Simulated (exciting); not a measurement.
# AlCu (F-43m) in exciting: runs at scaled volumes

Single points of AlCu at other volumes, in PBEsol.

All numbers are computed with exciting (release sodium); they aren't measurements. Logs are shortened: lines on timing, memory, paths and dates and some standing lists are left out, and cuts for length are marked.

### 1 The crystal as given

It takes space group F-43m (No. 216, cubic). The conventional cell has a = 4.514 Å, b = 4.514 Å, c = 4.514 Å, α = 90.00°, β = 90.00°, γ = 90.00°. Around Al (site symmetry -43m) lie 4 Cu at 1.95 Å. Cu (site symmetry -43m) has 4 Al at 1.95 Å as nearest neighbours.

The cell was built by a generator and needn't be a form met in nature.

### 2 Equation of state, PBEsol, 10.80 Å³/atom (volume scaled by 0.94)

input.xml reads:

```xml
<input>
  <title>AlCu</title>
  <structure speciespath="./" tshift="false">
    <crystal scale="1">
      <basevect>0.000000000000 4.177613533900 4.177613533900</basevect>
      <basevect>4.177613533900 0.000000000000 4.177613533900</basevect>
      <basevect>4.177613533900 4.177613533900 0.000000000000</basevect>
    </crystal>
    <species speciesfile="Al.xml" rmt="1.77">
      <atom coord="0.750000000000 0.750000000000 0.750000000000"/>
    </species>
    <species speciesfile="Cu.xml" rmt="1.77">
      <atom coord="0.000000000000 0.000000000000 0.000000000000"/>
    </species>
  </structure>
  <groundstate do="fromscratch" ngridk="10 10 10" rgkmax="9" gmaxvr="14" lmaxapw="10" lmaxmat="10" lmaxvr="8" xctype="GGA_PBE_SOL" stype="Fermi Dirac" swidth="0.00183747" nempty="14" ValenceRelativity="iora*" epsengy="1e-05" epspot="1e-05" maxscl="60" outputlevel="normal"/>
</input>
```

Potentials or basis: all-electron LAPW+lo, shipped species files, valence relativity iora*.

Command:

```bash
$ OMP_NUM_THREADS=1 exciting_smp
```

INFO.OUT:

```text
================================================================================
EXCITING SODIUM started
[... 10 lines left out ...]

 Lattice vectors (cartesian) :
      0.0000000000      4.1776135339      4.1776135339
      4.1776135339      0.0000000000      4.1776135339
      4.1776135339      4.1776135339      0.0000000000

 Reciprocal lattice vectors (cartesian) :
     -0.7520065291      0.7520065291      0.7520065291
      0.7520065291     -0.7520065291      0.7520065291
      0.7520065291      0.7520065291     -0.7520065291

 Unit cell volume                           :     145.8192230672
 Brillouin zone volume                      :       1.7010803392

 Species :    1 (Al)
     parameters loaded from                 :    Al.xml
     name                                   :    aluminium
     nuclear charge                         :     -13.00000000
     electronic charge                      :      13.00000000
     atomic mass                            :   49184.33493000
     muffin-tin radius                      :       1.77000000
     # of radial points in muffin-tin       :     300

     atomic positions (lattice) :
       1 :   0.75000000  0.75000000  0.75000000

 Species :    2 (Cu)
     parameters loaded from                 :    Cu.xml
     name                                   :    copper
     nuclear charge                         :     -29.00000000
     electronic charge                      :      29.00000000
     atomic mass                            :  115837.27170000
     muffin-tin radius                      :       1.77000000
     # of radial points in muffin-tin       :     350

     atomic positions (lattice) :
       1 :   0.00000000  0.00000000  0.00000000

 Total number of atoms per unit cell        :       2

 Spin treatment                             :    spin-unpolarised

 Number of Bravais lattice symmetries       :      48
 Number of crystal symmetries               :      24

 k-point grid                               :      10   10   10
 Total number of k-points                   :      73
 k-point set is reduced with crystal symmetries

 R^MT_min * |G+k|_max (rgkmax)              :       9.00000000
 Species with R^MT_min                      :       1 (Al)
 Maximum |G+k| for APW functions            :       5.08474576
 Maximum |G| for potential and density      :      14.00000000

 G-vector grid sizes                        :      27    27    27
 Total number of G-vectors                  :    6735

 Maximum angular momentum used for
     APW functions                          :      10
     computing H and O matrix elements      :      10
     potential and density                  :       8
     inner part of muffin-tin               :       2

 Total nuclear charge                       :     -42.00000000
 Total electronic charge                    :      42.00000000
 Total core charge                          :      16.00000000
 Total valence charge                       :      26.00000000

 Number of empty states                     :      14
 Total number of valence states             :      28

 Maximum Hamiltonian size                   :     351
 Maximum number of plane-waves              :     332
 Total number of local-orbitals             :      19

 Exchange-correlation type                  :      22
     PBEsol, Phys. Rev. Lett. 100, 136406 (2008)
     Generalised gradient approximation (GGA)

 Smearing scheme                            :    Fermi-Dirac
 Smearing width                             :       0.00183747

 Using multisecant Broyden potential mixing
[... 6 lines left out ...]
* Groundstate module started                                                   *
********************************************************************************
 Output level for this task is set to normal

++++++++++++++++++++++++++++++++++++++++++++++++++++++++++++++++++++++++++++++++
[... 5 lines left out ...]
+ SCF iteration number :    1                                                  +
++++++++++++++++++++++++++++++++++++++++++++++++++++++++++++++++++++++++++++++++
 Total energy                               :     -1877.07466787
 _______________________________________________________________
 Fermi energy                               :         0.46364451
 Kinetic energy                             :      1935.02985725
 Coulomb energy                             :     -3728.24640196
 Exchange energy                            :       -81.66103380
 Correlation energy                         :        -2.19708937

 DOS at Fermi energy (states/Ha/cell)       :        28.31172637

 Electron charges :
     core                                   :        16.00000000
     core leakage                           :         0.01065184
     valence                                :        26.00000000
     interstitial                           :         4.40013272
     charge in muffin-tin spheres :
                  atom     1    Al          :        11.04719231
                  atom     2    Cu          :        26.55267497
     total charge in muffin-tins            :        37.59986728
     total charge                           :        42.00000000
[... 238 lines left out ...]
 Electron charges :
     core                                   :        16.00000000
     core leakage                           :         0.01020772
     valence                                :        26.00000000
     interstitial                           :         4.42513634
     charge in muffin-tin spheres :
                  atom     1    Al          :        10.83573045
                  atom     2    Cu          :        26.73913321
     total charge in muffin-tins            :        37.57486366
     total charge                           :        42.00000000

 RMS change in effective potential (target) :   228.847      ( 0.100000E-04)
 Absolute change in total energy   (target) :   2553.49      ( 0.100000E-04)
 Charge distance                   (target) :  0.257582E-01  ( 0.100000E-04)

++++++++++++++++++++++++++++++++++++++++++++++++++++++++++++++++++++++++++++++++
[... 19 further cycles ...]
+ SCF iteration number :   30                                                  +
++++++++++++++++++++++++++++++++++++++++++++++++++++++++++++++++++++++++++++++++
 Total energy                               :     -1895.80200514
 _______________________________________________________________
 Fermi energy                               :         0.43508709
 Kinetic energy                             :      1926.30762170
 Coulomb energy                             :     -3737.40076352
 Exchange energy                            :       -82.50436032
 Correlation energy                         :        -2.20450300

 DOS at Fermi energy (states/Ha/cell)       :        21.86137995

 Electron charges :
     core                                   :        16.00000000
     core leakage                           :         0.01020690
     valence                                :        26.00000000
     interstitial                           :         3.97286557
     charge in muffin-tin spheres :
                  atom     1    Al          :        10.90948554
                  atom     2    Cu          :        27.11764889
     total charge in muffin-tins            :        38.02713443
     total charge                           :        42.00000000
[... 242 lines left out ...]
 Electron charges :
     core                                   :        16.00000000
     core leakage                           :         0.01020718
     valence                                :        26.00000000
     interstitial                           :         3.97252053
     charge in muffin-tin spheres :
                  atom     1    Al          :        10.90936737
                  atom     2    Cu          :        27.11811210
     total charge in muffin-tins            :        38.02747947
     total charge                           :        42.00000000

 RMS change in effective potential (target) :  0.380194E-08  ( 0.100000E-04)
 Absolute change in total energy   (target) :  0.640359E-06  ( 0.100000E-04)
 Charge distance                   (target) :  0.876519E-09  ( 0.100000E-04)

++++++++++++++++++++++++++++++++++++++++++++++++++++++++++++++++++++++++++++++++
| Convergency criteria checked for the last 2 iterations                       +
| Convergence targets achieved. Performing final SCF iteration                 +
++++++++++++++++++++++++++++++++++++++++++++++++++++++++++++++++++++++++++++++++
 Total energy                               :     -1895.81331900
 _______________________________________________________________
 Fermi energy                               :         0.43505936
 Kinetic energy                             :      1926.29984605
 Coulomb energy                             :     -3737.40386414
 Exchange energy                            :       -82.50479353
 Correlation energy                         :        -2.20450739

 DOS at Fermi energy (states/Ha/cell)       :        21.86852882

 Electron charges :
     core                                   :        16.00000000
     core leakage                           :         0.01020718
     valence                                :        26.00000000
     interstitial                           :         3.97252053
     charge in muffin-tin spheres :
                  atom     1    Al          :        10.90936736
                  atom     2    Cu          :        27.11811211
     total charge in muffin-tins            :        38.02747947
     total charge                           :        42.00000000

++++++++++++++++++++++++++++++++++++++++++++++++++++++++++++++++++++++++++++++++
[... 9 lines left out ...]
| EXCITING SODIUM stopped                                                      =
================================================================================
```

Run time: 7.6 min. Hardware: 1 thread of Arm Neoverse V1, shared host; peak memory 0.12 GiB.

What came out:

- Free energy: -51587.7152 eV
- Band gap on the k mesh: none (metal or under the smearing width)
- All electrons inside the program's atomic spheres: Al 10.91; Cu 27.12 (radii Al 1.77, Cu 1.77 bohr)

Caveat: the log's total energy holds no entropy term; the free energy is that total less TS from the occupations.

### 3 Equation of state, PBEsol, 11.03 Å³/atom (volume scaled by 0.96)

input.xml, as its differences from that of step 2:

```diff
@@ -4,5 +4,5 @@
     <crystal scale="1">
-      <basevect>0.000000000000 4.177613533900 4.177613533900</basevect>
-      <basevect>4.177613533900 0.000000000000 4.177613533900</basevect>
-      <basevect>4.177613533900 4.177613533900 0.000000000000</basevect>
+      <basevect>0.000000000000 4.207034316918 4.207034316918</basevect>
+      <basevect>4.207034316918 0.000000000000 4.207034316918</basevect>
+      <basevect>4.207034316918 4.207034316918 0.000000000000</basevect>
     </crystal>
```

Potentials or basis: all-electron LAPW+lo, shipped species files, valence relativity iora*.

Command:

```bash
$ OMP_NUM_THREADS=1 exciting_smp
```

Run time: 7.4 min. Hardware: 1 thread of Arm Neoverse V1, shared host; peak memory 0.12 GiB.

The run converged, but a check on its numbers failed (symmetry, net force, bounds or a known fault of this set-up), so they aren't taken as properties of the crystal.

Caveat: the deep levels don't match the atoms' shells, a sign that the basis lost a shell or filled one twice; the log's total energy holds no entropy term; the free energy is that total less TS from the occupations.

### 4 Equation of state, PBEsol, 11.49 Å³/atom

input.xml, as its differences from that of step 3:

```diff
@@ -4,5 +4,5 @@
     <crystal scale="1">
-      <basevect>0.000000000000 4.207034316918 4.207034316918</basevect>
-      <basevect>4.207034316918 0.000000000000 4.207034316918</basevect>
-      <basevect>4.207034316918 4.207034316918 0.000000000000</basevect>
+      <basevect>0.000000000000 4.264672086217 4.264672086217</basevect>
+      <basevect>4.264672086217 0.000000000000 4.264672086217</basevect>
+      <basevect>4.264672086217 4.264672086217 0.000000000000</basevect>
     </crystal>
```

Command:

```bash
$ OMP_NUM_THREADS=1 exciting_smp
```

Run time: 7.7 min. Hardware: 1 thread of Arm Neoverse V1, shared host; peak memory 0.12 GiB.

The run converged, but a check on its numbers failed (symmetry, net force, bounds or a known fault of this set-up), so they aren't taken as properties of the crystal.

Caveat: the deep levels don't match the atoms' shells, a sign that the basis lost a shell or filled one twice; the log's total energy holds no entropy term; the free energy is that total less TS from the occupations.

### 5 Equation of state, PBEsol, 11.72 Å³/atom (volume scaled by 1.02)

input.xml, as its differences from that of step 4:

```diff
@@ -4,5 +4,5 @@
     <crystal scale="1">
-      <basevect>0.000000000000 4.264672086217 4.264672086217</basevect>
-      <basevect>4.264672086217 0.000000000000 4.264672086217</basevect>
-      <basevect>4.264672086217 4.264672086217 0.000000000000</basevect>
+      <basevect>0.000000000000 4.292915770737 4.292915770737</basevect>
+      <basevect>4.292915770737 0.000000000000 4.292915770737</basevect>
+      <basevect>4.292915770737 4.292915770737 0.000000000000</basevect>
     </crystal>
```

Command:

```bash
$ OMP_NUM_THREADS=1 exciting_smp
```

It took 3.3 min on 1 thread of Arm Neoverse V1, shared host; peak memory 0.13 GiB.

It converged, with:

```
Free energy                                       : -51589.0720 eV
Band gap on the k mesh                            : none (metal or under the smearing width)
All electrons inside the program's atomic spheres : Al 10.84; Cu 27.06 (radii Al 1.77, Cu 1.77 bohr)
```

Caveat: the log's total energy holds no entropy term; the free energy is that total less TS from the occupations.

### 6 Equation of state, PBEsol, 11.95 Å³/atom (volume scaled by 1.04)

input.xml, as its differences from that of step 5:

```diff
@@ -4,5 +4,5 @@
     <crystal scale="1">
-      <basevect>0.000000000000 4.292915770737 4.292915770737</basevect>
-      <basevect>4.292915770737 0.000000000000 4.292915770737</basevect>
-      <basevect>4.292915770737 4.292915770737 0.000000000000</basevect>
+      <basevect>0.000000000000 4.320792628425 4.320792628425</basevect>
+      <basevect>4.320792628425 0.000000000000 4.320792628425</basevect>
+      <basevect>4.320792628425 4.320792628425 0.000000000000</basevect>
     </crystal>
```

Potentials or basis: all-electron LAPW+lo, shipped species files, valence relativity iora*.

Command:

```bash
$ OMP_NUM_THREADS=1 exciting_smp
```

Wall time 3.7 min (1 thread of Arm Neoverse V1, shared host); peak memory 0.13 GiB.

The run converged. Its results:

| Property | Result |
| --- | --- |
| Free energy | -51589.3516 eV |
| Band gap on the k mesh | none (metal or under the smearing width) |
| All electrons inside the program's atomic spheres | Al 10.82; Cu 27.04 (radii Al 1.77, Cu 1.77 bohr) |

Caveat: the log's total energy holds no entropy term; the free energy is that total less TS from the occupations.

### 7 Equation of state, PBEsol, 12.18 Å³/atom (volume scaled by 1.06)

input.xml, as its differences from that of step 6:

```diff
@@ -4,5 +4,5 @@
     <crystal scale="1">
-      <basevect>0.000000000000 4.320792628425 4.320792628425</basevect>
-      <basevect>4.320792628425 0.000000000000 4.320792628425</basevect>
-      <basevect>4.320792628425 4.320792628425 0.000000000000</basevect>
+      <basevect>0.000000000000 4.348314342512 4.348314342512</basevect>
+      <basevect>4.348314342512 0.000000000000 4.348314342512</basevect>
+      <basevect>4.348314342512 4.348314342512 0.000000000000</basevect>
     </crystal>
```

Command:

```bash
$ OMP_NUM_THREADS=1 exciting_smp
```

It took 5.2 min on 1 thread of Arm Neoverse V1, shared host; peak memory 0.13 GiB.

Results (log left out):

```yaml
Free_energy: -51589.6110 eV
Band_gap_on_the_k_mesh: none (metal or under the smearing width)
All_electrons_inside_the_program's_atomic_spheres: Al 10.80; Cu 27.03 (radii Al 1.77, Cu 1.77 bohr)
```

Caveat: the log's total energy holds no entropy term; the free energy is that total less TS from the occupations.
